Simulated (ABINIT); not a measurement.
# ZnS (Wurtzite-2H) (P6_3mc) in ABINIT: notebook, part 2 of 2

ABINIT 10.8.3 (patched build). Earlier steps stand in the parts before.

### Step 3. Band structure, LDA

run.abi

```
ndtset 2

pp_dirpath "./"
pseudos "Zn.hgh, S.hgh"

acell 3.811 3.811 6.234 Angstrom
rprim
     1.0000000000     0.0000000000     0.0000000000
    -0.5000000000     0.8660254038     0.0000000000
     0.0000000000     0.0000000000     1.0000000000
ntypat 2
znucl 30 16
natom 4
typat 1 1 2 2
xcart
     1.9055000002     1.1001409378     3.1170000000
    -0.0000000002     2.2002818760     0.0000000000
     1.9055000002     1.1001409378     5.5170900000
    -0.0000000002     2.2002818760     2.4000900000 Angstrom

ecut 28.0

ixc 7

occopt 3
tsmear 0.05 eV

nstep 100

iomode 3
prtwf 0
prteig 0
prtebands 0
enunit 2
prtden1 1

kptopt1 1
ngkpt1 8 8 5
nshiftk1 1
shiftk1 0.0 0.0 0.0
nband1 12
tolvrs1 1.0e-10

iscf2 -2
getden2 1
nband2 16
nbdbuf2 2
tolwfr2 1.0e-12
kptopt2 -7
ndivsm2 5
prteig2 1
prtvol2 -3
kptbounds2
     0.0000000000     0.0000000000     0.0000000000
     0.5000000000     0.0000000000     0.0000000000
     0.3333333333     0.3333333333     0.0000000000
     0.0000000000     0.0000000000     0.0000000000
     0.0000000000     0.0000000000     0.5000000000
     0.5000000000     0.0000000000     0.5000000000
     0.3333333333     0.3333333333     0.5000000000
     0.0000000000     0.0000000000     0.5000000000
```

Potentials or basis: HGH LDA.

Run with:

```sh
$ abinit run.abi > log 2>&1
```

It took 72 s on 1 thread of Arm Neoverse V2, shared host; peak memory 0.11 GiB.

The run converged. Its results:

```yaml
Free_energy: -622.8405 eV
Pressure: -15.7 GPa
Largest_force: 0.196 eV/Å
Band_gap_on_the_k_mesh: 2.69 eV, direct
Band_gap_along_the_path: 2.69 eV, direct
Valence_electrons_inside_the_program's_atomic_spheres: Zn 0.65; S 3.89
```

Forces in eV/Å, atoms in the order of the input:
```
Zn   0.000  0.000  0.196
Zn   0.000  0.000  0.196
S    0.000  0.000 -0.196
S    0.000  0.000 -0.196
```

Stress tensor (GPa, compression positive):
```
-15.95   0.00   0.00
  0.00 -15.95   0.00
  0.00   0.00 -15.34
```

Levels at the corners of the path, in eV from the valence-band top:
| point | band 5 | band 6 | band 7 | band 8 | band 9 | band 10 | band 11 | band 12 |
| --- | --- | --- | --- | --- | --- | --- | --- | --- |
| Γ | -0.89 | -0.15 | -0.15 | 0.00 | 2.69 | 3.33 | 6.66 | 6.66 |
| M | -2.95 | -2.05 | -1.49 | -0.92 | 3.77 | 4.67 | 5.32 | 7.38 |
| K | -3.68 | -2.19 | -2.09 | -2.09 | 4.60 | 6.53 | 6.53 | 7.83 |
| Γ | -0.89 | -0.15 | -0.15 | 0.00 | 2.69 | 3.33 | 6.66 | 6.66 |
| A | -0.54 | -0.54 | -0.54 | -0.54 | 3.94 | 3.94 | 7.06 | 7.06 |
| L | -1.54 | -1.54 | -1.39 | -1.39 | 3.84 | 3.84 | 5.36 | 5.36 |
| H | -3.04 | -3.04 | -1.07 | -1.07 | 4.82 | 4.82 | 6.63 | 6.63 |
| A | -0.54 | -0.54 | -0.54 | -0.54 | 3.94 | 3.94 | 7.06 | 7.06 |

Caveat: so large a pressure means that the cell lies far from this level's equilibrium, or that cutoff or potentials fall short; HGH potentials are hard and often keep d shells in the core, so these values are rough.

### Step 4. Band structure, HCTH407

run.abi, as its differences from that of step 3:

```diff
@@ -1,6 +1,9 @@
+# Datasets: ground state, then fixed potential
 ndtset 2
 
+# Pseudopotentials
 pp_dirpath "./"
-pseudos "Zn.hgh, S.hgh"
+pseudos "Zn.GGA_PBE-JTH.xml, S.GGA_PBE-JTH.xml"
 
+# Structure
 acell 3.811 3.811 6.234 Angstrom
@@ -15,11 +18,15 @@
 xcart
-     1.9055000002     1.1001409378     3.1170000000
-    -0.0000000002     2.2002818760     0.0000000000
-     1.9055000002     1.1001409378     5.5170900000
-    -0.0000000002     2.2002818760     2.4000900000 Angstrom
+     3.6008731308     2.0789650710     5.8902763305
+    -0.0000000004     4.1579301426     0.0000000000
+     3.6008731308     2.0789650710    10.4257891049
+    -0.0000000004     4.1579301426     4.5355127745
 
-ecut 28.0
+# Plane-wave basis
+ecut 20.0
+pawecutdg 40.0
 
-ixc 7
+# Exchange and correlation
+ixc 27
 
+# Bands and occupations
 occopt 3
@@ -27,4 +34,6 @@
 
+# SCF cycle
 nstep 100
 
+# Output
 iomode 3
@@ -33,5 +42,5 @@
 prtebands 0
-enunit 2
 prtden1 1
 
+# Dataset 1
 kptopt1 1
@@ -40,8 +49,9 @@
 shiftk1 0.0 0.0 0.0
-nband1 12
-tolvrs1 1.0e-10
+nband1 22
+tolvrs1 1.0e-9
 
+# Dataset 2: bands along G-M-K-G-A-L-H-A
 iscf2 -2
 getden2 1
-nband2 16
+nband2 26
 nbdbuf2 2
```

Potentials or basis: JTH PAW PBE v2.0.

Run with:

```sh
$ abinit run.abi > log 2>&1
```

run.abo:

```text
.Version 10.8.3 of ABINIT
 DATASET    1 : space group P6_3 m c (#186); Bravais hP (primitive hexag.)
================================================================================
 Values of the parameters that define the memory need for DATASET  1.
     intxc =       0    ionmov =       0      iscf =       7    lmnmax =      18
     lnmax =       6     mgfft =      48  mpssoang =       3    mqgrid =    3354
     natom =       4  nloc_mem =       2    nspden =       1   nspinor =       1
    nsppol =       1      nsym =      12    n1xccc =       1    ntypat =       2
    occopt =       3   xclevel =       2
       mpw =        2274          nfft =       43200          nkpt =          30
 PAW method is used; the additional fine FFT grid is defined by:
   mgfftf=        72    nfftf =    145800
================================================================================
================================================================================
[... 1277 lines left out ...]
================================================================================

 -outvars: echo values of variables after computation  --------
            acell      7.2017462658E+00  7.2017462658E+00  1.1780552669E+01 Bohr
           etotal1    -1.5066822056E+02
            fcart1     5.6083173242E-29 -1.0793211723E-29  5.6380956180E-03
                       5.6083173242E-29 -1.0793211723E-29  5.6380956180E-03
                       1.3086073757E-28  2.0507102273E-28 -5.6380956180E-03
                      -2.4302708405E-28 -1.8348459928E-28 -5.6380956180E-03
            rprim      1.0000000000E+00  0.0000000000E+00  0.0000000000E+00
                      -5.0000000000E-01  8.6602540380E-01  0.0000000000E+00
                       0.0000000000E+00  0.0000000000E+00  1.0000000000E+00
           strten1    -1.6095708046E-04 -1.6095708056E-04 -1.0927342515E-04
                       0.0000000000E+00  0.0000000000E+00  0.0000000000E+00
           xangst      1.9054999993E+00  1.1001409368E+00  3.1170000000E+00
                      -6.6604279475E-10  2.2002818748E+00  0.0000000000E+00
                       1.9054999993E+00  1.1001409368E+00  5.5170899984E+00
                      -6.6604279475E-10  2.2002818748E+00  2.4000899984E+00
             xred      6.6666666632E-01  3.3333333299E-01  5.0000000000E-01
                       3.3333333298E-01  6.6666666632E-01  0.0000000000E+00
                       6.6666666632E-01  3.3333333299E-01  8.8499999974E-01
                       3.3333333298E-01  6.6666666632E-01  3.8499999974E-01
 Calculation completed.
```

It took 4.4 min on 1 thread of Arm Neoverse V2, shared host; peak memory 0.16 GiB.

What came out:

```yaml
Free_energy: -4099.8911 eV
Largest_force: 0.290 eV/Å
Band_gap_on_the_k_mesh: 2.75 eV, direct
Valence_electrons_inside_the_program's_atomic_spheres: Zn 10.81; S 3.69
```

Forces in eV/Å, atoms in the order of the input:
```
Zn   0.000  0.000  0.290
Zn   0.000  0.000  0.290
S    0.000  0.000 -0.290
S    0.000  0.000 -0.290
```

Levels at the corners of the path, in eV from the valence-band top:
```tsv
point	band 16	band 17	band 18	band 19	band 20	band 21
Γ	-0.02	-0.02	0.00	2.75	3.40	6.62
M	-2.13	-1.44	-0.94	4.06	4.62	5.65
K	-2.09	-2.08	-2.08	5.06	6.11	6.11
Γ	-0.02	-0.02	0.00	2.75	3.40	6.62
A	-0.44	-0.44	-0.44	3.91	3.91	7.04
L	-1.58	-1.45	-1.45	4.08	4.08	5.54
H	-2.92	-1.19	-1.19	4.91	4.91	7.02
A	-0.44	-0.44	-0.44	3.91	3.91	7.04
```

Caveat: the cutoff is too short for stress, so the log's stress isn't used; the PAW data sets were made with another functional, which shifts forces and pressure a little.

### Step 5. Against experiment

Step 2. Measured gap of ZnS: 3.911 eV (direct; 4 K; a printed reference work, monograph). This calculation gives 1.97 eV (-1.94 eV). The value is that of LDA-Teter, without temperature or zero-point motion. Semilocal functionals fall short of measured gaps as a rule.

Step 4. A measured gap of ZnS is 3.911 eV (direct; 4 K; a printed reference work, monograph); the calculated 2.75 eV misses it by -1.16 eV. The value is that of HCTH407, without temperature or zero-point motion.
